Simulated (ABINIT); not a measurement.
A run of ABINIT 10.8.3 (patched build) is set up as follows.

run.abi

```
ndtset 2

pp_dirpath "./"
pseudos "N.GGA_PBE-JTH.xml, B.GGA_PBE-JTH.xml"

acell 3*1.0
rprim
     0.0000000000     3.4260753537     3.4260753537
     3.4260753537     0.0000000000     3.4260753537
     3.4260753537     3.4260753537     0.0000000000
ntypat 2
znucl 7 5
natom 2
typat 1 2
xred
     0.2500000000     0.2500000000     0.2500000000
     0.0000000000     0.0000000000     0.0000000000

ecut 31.0
pawecutdg 53.0

ixc -497498
usekden 1
pawxcdev 0

occopt 3
tsmear 0.05 eV

nstep 100

iomode 3
prtwf 0
prteig 0
prtebands 0
enunit 1
prtden1 1
prtkden1 1

kptopt1 1
ngkpt1 13 13 13
nshiftk1 1
shiftk1 0.0 0.0 0.0
nband1 8
tolvrs1 1.0e-7

iscf2 -2
getden2 1
getkden2 1
nband2 14
nbdbuf2 4
tolwfr2 1.0e-11
kptopt2 -9
ndivsm2 6
prteig2 1
kptbounds2
     0.0000000000     0.0000000000     0.0000000000
     0.5000000000     0.0000000000     0.5000000000
     0.5000000000     0.2500000000     0.7500000000
     0.3750000000     0.3750000000     0.7500000000
     0.0000000000     0.0000000000     0.0000000000
     0.5000000000     0.5000000000     0.5000000000
     0.6250000000     0.2500000000     0.6250000000
     0.5000000000     0.2500000000     0.7500000000
     0.5000000000     0.5000000000     0.5000000000
     0.3750000000     0.3750000000     0.7500000000
```

Potentials or basis: JTH PAW PBE v2.0.

Launch:

```bash
$ abinit run.abi > log 2>&1
```

(1) Predict the band gap on the k mesh.

(2) Estimate the band gap along the path.

(3) Estimate the pressure.

Results:

(1) 5.02 eV, indirect (least direct gap 9.46 eV).

(2) 4.95 eV, indirect (least direct gap 9.46 eV).

(3) -2.6 GPa.

Caveat: the PAW data sets were made with another functional, which shifts forces and pressure a little.

**The experiment to reproduce.**

From a printed reference work, monograph, for a bulk crystal of BN at 300 K: band gap 6.4 eV (indirect).

Measured gap of BN: 6.4 eV (indirect; 300 K; a printed reference work, monograph). This calculation gives 4.95 eV (-1.45 eV). The value is that of r2SCAN, without temperature or zero-point motion. The cell is a database's relaxed one, not the measured one, which moves gaps too.
